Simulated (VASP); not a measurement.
# GaSb (F-43m) in VASP: electric field gradients with PBE

Aim: the electric field gradients of GaSb with PBE.

Program: VASP 6.6.1. These are calculated values, not measurements. Logs are shortened: lines on timing, memory, paths and dates and some standing lists are left out, and cuts for length are marked.

### Step 1. The cell of the first run

Symmetry: F-43m, No. 216, cubic system. Conventional cell: a = 5.994 Å, b = 5.994 Å, c = 5.994 Å, α = 90.00°, β = 90.00°, γ = 90.00°. Ga (site symmetry -43m) has 4 Sb at 2.60 Å as nearest neighbours. Around Sb (site symmetry -43m) lie 4 Ga at 2.60 Å.

### Step 2. Electric field gradients, PBE (volume scaled by 0.9405)

INCAR

```
SYSTEM = GaSb
ALGO = Normal
EDIFF = 1E-8
ENCUT = 520
GGA = PE
ISIF = 2
ISMEAR = -1
LASPH = .True.
LCHARG = .False.
LEFG = .True.
LREAL = .False.
LWAVE = .False.
NBANDS = 16
NELM = 60
PREC = Accurate
SIGMA = 0.05
```

KPOINTS

```
k-points
0
Gamma
  9 9 9
  0 0 0
```

POSCAR

```
GaSb
1.0
    0.0000000000      2.9970851163      2.9970851163
    2.9970851163      0.0000000000      2.9970851163
    2.9970851163      2.9970851163      0.0000000000
Ga Sb
1 1
Direct
    0.0000000000      0.0000000000      0.0000000000
    0.7500000000      0.7500000000      0.7500000000
```

Potentials or basis: VASP PAW PBE potentials, release 64 (Ga_d, Sb).

Launch:

```
> cat potpaw_PBE.64/Ga_d/POTCAR potpaw_PBE.64/Sb/POTCAR > POTCAR
> mpirun -np 1 vasp_std > vasp.out
```

OUTCAR:

```text
SYSTEM = GaSb
   EDIFF = 1E-8
   ENCUT = 520
   GGA = PE
   ISIF = 2
   ISMEAR = -1
   LASPH = .True.
   LREAL = .False.
   NELM = 60
   PREC = Accurate

 ion  position               nearest neighbor table
   1  0.000  0.000  0.000-   2 2.60   2 2.60   2 2.60   2 2.60
   2  0.750  0.750  0.750-   1 2.60   1 2.60   1 2.60   1 2.60

  LATTYP: Found a face centered cubic cell.
 ALAT       =     5.9941702326

  Lattice vectors:

 A1 = (   0.0000000000,   2.9970851163,   2.9970851163)
 A2 = (   2.9970851163,   0.0000000000,   2.9970851163)
 A3 = (   2.9970851163,   2.9970851163,   0.0000000000)

Analysis of symmetry for initial positions (statically):
=====================================================================
 Subroutine PRICEL returns:
 Original cell was already a primitive cell.

 Routine SETGRP: Setting up the symmetry group for a
 face centered cubic supercell.

 Subroutine GETGRP returns: Found 24 space group operations
 (whereof 24 operations were pure point group operations)
 out of a pool of 48 trial point group operations.

The static configuration has the point symmetry T_d .

Analysis of symmetry for dynamics (positions and initial velocities):
=====================================================================
 Subroutine PRICEL returns:
 Original cell was already a primitive cell.

 Routine SETGRP: Setting up the symmetry group for a
 face centered cubic supercell.

 Subroutine GETGRP returns: Found 24 space group operations
 (whereof 24 operations were pure point group operations)
 out of a pool of 48 trial point group operations.

The dynamic configuration has the point symmetry T_d .

 Subroutine INISYM returns: Found 24 space group operations
 (whereof 24 operations are pure point group operations),
 and found     1 'primitive' translations

----------------------------------------------------------------------------------------

                                     Primitive cell

  volume of cell :      53.8427

  direct lattice vectors                    reciprocal lattice vectors
     0.000000000  2.997085116  2.997085116    -0.166828762  0.166828762  0.166828762
     2.997085116  0.000000000  2.997085116     0.166828762 -0.166828762  0.166828762
     2.997085116  2.997085116  0.000000000     0.166828762  0.166828762 -0.166828762

  length of vectors
     4.238518419  4.238518419  4.238518419     0.288955892  0.288955892  0.288955892

  position of ions in fractional coordinates (direct lattice)
     0.000000000  0.000000000  0.000000000
     0.750000000  0.750000000  0.750000000

  ion indices of the primitive-cell ions
   primitive index   ion index
                 1           1
                 2           2

----------------------------------------------------------------------------------------

 KPOINTS: k-points

Automatic generation of k-mesh.
 Grid dimensions read from file:
 generate k-points for:    9    9    9

 Generating k-lattice:

  Cartesian coordinates                     Fractional coordinates (reciprocal lattice)
    -0.018536529  0.018536529  0.018536529     0.111111111  0.000000000  0.000000000
     0.018536529 -0.018536529  0.018536529     0.000000000  0.111111111  0.000000000
     0.018536529  0.018536529 -0.018536529     0.000000000  0.000000000  0.111111111

  Length of vectors
     0.032106210  0.032106210  0.032106210

  Shift w.r.t. Gamma in fractional coordinates (k-lattice)
     0.000000000  0.000000000  0.000000000

 Subroutine IBZKPT returns following result:
 ===========================================

 Found     35 irreducible k-points:

 Following reciprocal coordinates:
            Coordinates               Weight
  0.000000  0.000000  0.000000      1.000000
  0.111111  0.000000  0.000000      8.000000
  0.222222  0.000000  0.000000      8.000000
  0.333333  0.000000  0.000000      8.000000
  0.444444  0.000000  0.000000      8.000000
  0.111111  0.111111  0.000000      6.000000
[... 16 lines left out ...]
 -0.333333  0.333333  0.000000     12.000000
  0.444444  0.444444  0.000000      6.000000
 [... further k-points ...]
   k-points           NKPTS =     35   k-points in BZ     NKDIM =     35   number of bands    NBANDS=     16
   number of dos      NEDOS =    301   number of ions     NIONS =      2
   total plane-waves  NPLWV =  32768
   dimension x,y,z NGX =    32 NGY =   32 NGZ =   32
   dimension x,y,z NGXF=    64 NGYF=   64 NGZF=   64
   ions per type =               1   1
   NGX,Y,Z   is equivalent  to a cutoff of  12.55, 12.55, 12.55 a.u.
   NGXF,Y,Z  is equivalent  to a cutoff of  25.10, 25.10, 25.10 a.u.
 SYSTEM =  GaSb
   PREC   = accura    normal or accurate (medium, high low for compatibility)
   ISTART =      0    job   : 0-new  1-cont  2-samecut
   ICHARG =      2    charge: 1-file 2-atom 10-const
   ISPIN  =      1    spin polarized calculation?
   LNONCOLLINEAR =      F non collinear calculations
   LSORBIT =      F    spin-orbit coupling
   LASPH  =      T    aspherical Exc in radial PAW
   ENCUT  =  520.0 eV  38.22 Ry    6.18 a.u.   7.88  7.88  7.88*2*pi/ulx,y,z
   NELM   =     60;   NELMIN=  2; NELMDL= -5     # of ELM steps
   EDIFF  = 0.1E-07   stopping-criterion for ELM
   LREAL  =      F    real-space projection
   EDIFFG = 0.1E-06   stopping-criterion for IOM
   NSW    =      0    number of steps for IOM
   IBRION =     -1    ionic relax: 0-MD 1-quasi-New 2-CG
[... 8 lines left out ...]
   EMIN   =  10.00;   EMAX   =-10.00  energy-range for DOS
   EFERMI =   0.00;   METHOD = LEGACY
   ISMEAR =    -1;   SIGMA  =   0.05  broadening in eV -4-tet -1-fermi 0-gaus
   EFERMI_NEDOS =   21; number of points for ismear=-14 and -15
   IALGO  =     38    algorithm
   IMIX   =      4    mixing-type and parameters
     AMIX     =   0.40;   BMIX     =  1.00
     AMIX_MAG =   1.60;   BMIX_MAG =  1.00
  volume/ion in A,a.u.               =      26.92       181.67
  Fermi-wavevector in a.u.,A,eV,Ry     =   1.136205  2.147116 17.564593  1.290961
  Thomas-Fermi vector in A             =   2.272910
   LORBIT       =      0    0 simple, 1 ext, 2 COOP (PROOUT), +10 PAW based schemes
   GGA     = PE    functional components
   LHFCALC =     F    Hartree Fock is set to
   AEXX    =    0.0000 exact exchange contribution
   IVDW    =     0    specifies the selected vdW correction
   LEPSILON=     F    determine dielectric tensor
   LRPA    =     F    only Hartree local field effects (RPA)
 non-spin polarized calculation
  energy-cutoff  :      520.00
  volume of cell :       53.84
 maximum number of plane-waves:      1469
   NGX = 15   NGY = 15   NGZ = 15

 number of electron      18.0000008 magnetization

 Free energy of the ion-electron system (eV)
  ---------------------------------------------------
  ext. energy  EPLUGINS =         0.00000000
  ---------------------------------------------------
  free energy    TOTEN  =        -7.25915262 eV

  energy without entropy =       -7.25910920  energy(sigma->0) =       -7.25913091

 E-fermi :   5.7647     XC(G=0):  -9.3600

 val. band max:        5.5202689783   @ k =   0.0000   0.0000   0.0000
 cond. band min:       6.0044073799   @ k =   0.0000   0.0000   0.0000
 fundamental gap:      0.4841384015
 Fermi energy:         5.7647448909

 k-point     1 :       0.0000    0.0000    0.0000
  band No.  band energies     occupation
      1      -9.6486      2.00000
      2      -9.6486      2.00000
      3      -9.6486      2.00000
      4      -9.5887      2.00000
      5      -9.5887      2.00000
      6      -6.4010      2.00000
[... 8 lines left out ...]
     15      14.2283      0.00000
     16      14.2283      0.00000

 k-point     2 :       0.1111    0.0000    0.0000
  band No.  band energies     occupation
      1      -9.6530      2.00000
      2      -9.6468      2.00000
      3      -9.6468      2.00000
      4      -9.5889      2.00000
      5      -9.5889      2.00000
      6      -6.2644      2.00000
[... 8 lines left out ...]
     15      13.4515      0.00000
     16      13.4515      0.00000
[... 387 lines left out ...]
      5      -9.5887      2.00000
      6      -3.9732      2.00000
[... 8 lines left out ...]
     15      13.6901      0.00000
     16      17.8068      0.00000

 k-point    24 :       0.4444    0.4444    0.0000
  band No.  band energies     occupation
      1      -9.7034      2.00000
      2      -9.6187      2.00000
      3      -9.6187      2.00000
      4      -9.6039      2.00000
      5      -9.5840      2.00000
      6      -3.9048      2.00000
[... 8 lines left out ...]
     15      16.8017      0.00000
     16      17.1767      0.00000

 [... further k-points ...]

------------------------ aborting loop because EDIFF is reached ----------------------------------------

  FORCE on cell =-STRESS in cart. coord.  units (eV):
  Direction    XX          YY          ZZ          XY          YZ          ZX
  --------------------------------------------------------------------------------------
  -------------------------------------------------------------------------------------
  Total        2.1274066      2.1274066      2.1274066     -0.0000000      0.0000000     -0.0000000
  in kB       63.3043937     63.3043937     63.3043937     -0.0000000      0.0000000     -0.0000000
  external PRESSURE =      63.3043937 kB  Pullay stress =       0.0000000 kB

 VOLUME and BASIS-vectors are now :
 -----------------------------------------------------------------------------
  energy-cutoff  :      520.00
  volume of cell :       53.84
      direct lattice vectors                 reciprocal lattice vectors
     0.000000000  2.997085116  2.997085116    -0.166828762  0.166828762  0.166828762
     2.997085116  0.000000000  2.997085116     0.166828762 -0.166828762  0.166828762
     2.997085116  2.997085116  0.000000000     0.166828762  0.166828762 -0.166828762

 POSITION                                       TOTAL-FORCE (eV/Angst)
 -----------------------------------------------------------------------------------
      0.00000      0.00000      0.00000        -0.000000     -0.000000     -0.000000
      4.49563      4.49563      4.49563         0.000000      0.000000      0.000000
 -----------------------------------------------------------------------------------
    total drift:                               -0.000002     -0.000002     -0.000002

  FREE ENERGIE OF THE ION-ELECTRON SYSTEM (eV)
  ---------------------------------------------------
  free  energy   TOTEN  =        -7.2591526187 eV

  energy  without entropy=       -7.2591091995  energy(sigma->0) =       -7.25913091

 Electric field gradients (V/A^2)
---------------------------------------------------------------------
 ion       V_xx      V_yy      V_zz      V_xy      V_xz      V_yz
---------------------------------------------------------------------
   1       0.000    -0.000     0.000    -0.004    -0.004    -0.004
   2       0.000     0.000    -0.000     0.000     0.000     0.000
---------------------------------------------------------------------

 Electric field gradients after diagonalization (V/A^2)
 (convention: |V_zz| > |V_xx| > |V_yy|)
----------------------------------------------------------------------
 ion       V_xx      V_yy      V_zz     asymmetry (V_yy - V_xx)/ V_zz
----------------------------------------------------------------------
   1       0.004     0.004    -0.007       0.000
   2      -0.000    -0.000     0.000       0.000
----------------------------------------------------------------------

           NMR quadrupolar parameters

 Cq : quadrupolar parameter    Cq=e*Q*V_zz/h
 eta: asymmetry parameters     (V_yy - V_xx)/ V_zz
 Q  : nuclear electric quadrupole moment in mb (millibarn)
----------------------------------------------------------------------
 ion       Cq(MHz)       eta       Q (mb)
----------------------------------------------------------------------
   1      -0.000       0.000       1.000
   2       0.000       0.000       1.000
----------------------------------------------------------------------
```

Run time: 73 s. Hardware: 1 thread of AMD EPYC, shared host; peak memory 0.16 GiB.

Results:

```
Free energy            : -7.2592 eV
Pressure               : 6.3 GPa
Band gap on the k mesh : 0.48 eV, direct
```

Electric field gradients, principal values (V/Å²):
```
atom    Vxx    Vyy     Vzz
1 Ga  0.004  0.004  -0.007
2 Sb  0.000  0.000   0.000
```

Caveat: spin-orbit coupling is left out, which moves the levels of the heavy elements; an odd mesh through Γ misses points on the zone boundary, where band edges often lie.
